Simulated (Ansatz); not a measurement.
Molecular dynamics on a 2×2×2 supercell (16 atoms) of AgBr (rocksalt), relaxed with r2SCAN. Forces come from PBEsol in the plane-wave code Ansatz: a Langevin thermostat at fixed volume, 800 K, steps of 1.5 fs. Classical nuclei, no spin polarisation; a few dozen steps show the first response, not equilibrium.

```yaml
crystal:
  lattice:
    - [0.0, 5.7854666527, 5.7854666527]
    - [5.7854666527, 0.0, 5.7854666527]
    - [5.7854666527, 5.7854666527, 0.0]
  atoms:
    - { symbol: Ag, position: [0.0, 0.0, 0.0] }
    - { symbol: Br, position: [0.25, 0.25, 0.25] }
    - { symbol: Ag, position: [0.0, 0.0, 0.5] }
    - { symbol: Br, position: [0.25, 0.25, 0.75] }
    - { symbol: Ag, position: [0.0, 0.5, 0.0] }
    - { symbol: Br, position: [0.25, 0.75, 0.25] }
    - { symbol: Ag, position: [0.0, 0.5, 0.5] }
    - { symbol: Br, position: [0.25, 0.75, 0.75] }
    - { symbol: Ag, position: [0.5, 0.0, 0.0] }
    - { symbol: Br, position: [0.75, 0.25, 0.25] }
    - { symbol: Ag, position: [0.5, 0.0, 0.5] }
    - { symbol: Br, position: [0.75, 0.25, 0.75] }
    - { symbol: Ag, position: [0.5, 0.5, 0.0] }
    - { symbol: Br, position: [0.75, 0.75, 0.25] }
    - { symbol: Ag, position: [0.5, 0.5, 0.5] }
    - { symbol: Br, position: [0.75, 0.75, 0.75] }
kpoints:
  mp_grid: { grid: [2, 2, 2] }
hamiltonian:
  xc: pbesol
scf:
  occupations: { method: fermi_dirac, width: 0.069 }
md:
  ensemble: nvt_langevin
  temperature: 800
  timestep: 1.5
  n_steps: 30
  initial_velocities: maxwell_boltzmann
  seed: 6841
```

Run as `ansatz run input.yaml --threads 4 --pin off --max-ram 3686MiB --backend cpu --events-out ev --progress --plain --runs-dir out`. Wall time 3.4 min on 4 threads of Arm Neoverse N1 (shared host); peak host memory 1.5 GiB.

| step | t (fs) | T (K) | free energy F from step 0 (meV/atom) | kinetic energy (meV/atom) | largest force (eV/Å) |
| --- | --- | --- | --- | --- | --- |
| 0 | 0 | 750 | 0.0 | 96.9 | 0.00 |
| 1 | 1.5 | 743 | 0.0 | 96.0 | 0.03 |
| 2 | 3 | 688 | 0.1 | 88.9 | 0.05 |
| 3 | 4.5 | 690 | 0.3 | 89.3 | 0.08 |
| 4 | 6 | 716 | 0.5 | 92.6 | 0.10 |
| 5 | 7.5 | 810 | 0.7 | 104.7 | 0.13 |
| 6 | 9 | 776 | 1.1 | 100.3 | 0.16 |
| 7 | 10.5 | 819 | 1.5 | 105.9 | 0.18 |
| 8 | 12 | 880 | 2.0 | 113.8 | 0.20 |
| 9 | 13.5 | 916 | 2.6 | 118.5 | 0.23 |
| 10 | 15 | 922 | 3.3 | 119.2 | 0.25 |
| 11 | 16.5 | 938 | 4.1 | 121.2 | 0.28 |
| 12 | 18 | 933 | 5.1 | 120.6 | 0.31 |
| 13 | 19.5 | 912 | 6.1 | 117.9 | 0.34 |
| 14 | 21 | 897 | 7.1 | 116.0 | 0.37 |
| 15 | 22.5 | 913 | 8.2 | 118.0 | 0.40 |
| 16 | 24 | 966 | 9.3 | 124.9 | 0.42 |
| 17 | 25.5 | 996 | 10.6 | 128.7 | 0.45 |
| 18 | 27 | 1073 | 11.9 | 138.7 | 0.48 |
| 19 | 28.5 | 1052 | 13.3 | 135.9 | 0.51 |
| 20 | 30 | 984 | 14.7 | 127.2 | 0.53 |
| 21 | 31.5 | 1030 | 16.2 | 133.1 | 0.56 |
| 22 | 33 | 1018 | 17.9 | 131.5 | 0.59 |
| 23 | 34.5 | 992 | 19.6 | 128.2 | 0.62 |
| 24 | 36 | 1016 | 21.3 | 131.4 | 0.64 |
| 25 | 37.5 | 1023 | 23.2 | 132.2 | 0.67 |
| 26 | 39 | 1040 | 25.1 | 134.5 | 0.70 |
| 27 | 40.5 | 1027 | 27.2 | 132.8 | 0.73 |
| 28 | 42 | 971 | 29.4 | 125.5 | 0.77 |
| 29 | 43.5 | 931 | 31.7 | 120.3 | 0.80 |
| 30 | 45 | 925 | 33.9 | 119.6 | 0.83 |

The temperature starts at 750 K, is lowest at step 2 (688 K, 3 fs) and ends at 925 K. By the last step the atoms have moved 0.21 Å in the root mean square, the drift of the whole cell taken out, 0.36 Å at most.

Positions (Å) and forces (eV/Å) at step 30:
```
Ag  -0.153   0.130  -0.031     0.218  -0.038   0.059
Br   2.823   3.036   2.791    -0.101  -0.187  -0.125
Ag   3.017   2.841  -0.103    -0.069   0.057   0.084
Br   5.785   5.505   3.015    -0.246   0.540  -0.500
Ag   3.139   0.184   2.817    -0.542  -0.140   0.014
Br   5.707   2.964   5.896    -0.044  -0.093  -0.138
Ag   5.580   2.925   2.736     0.299  -0.394   0.067
Br   8.688   5.877   5.541     0.346  -0.136   0.313
Ag   0.071   2.876   2.816    -0.279  -0.116   0.186
Br   2.804   5.812   5.924    -0.396  -0.126  -0.235
Ag   2.857   5.668   2.980     0.063   0.503   0.034
Br   5.879   8.326   5.796     0.019   0.790  -0.181
Ag   2.925   2.838   5.764    -0.020   0.180   0.137
Br   5.724   5.700   8.613     0.755   0.240   0.253
Ag   5.860   5.773   5.685    -0.114  -0.574   0.190
Br   8.653   8.825   8.811     0.113  -0.506  -0.161
```
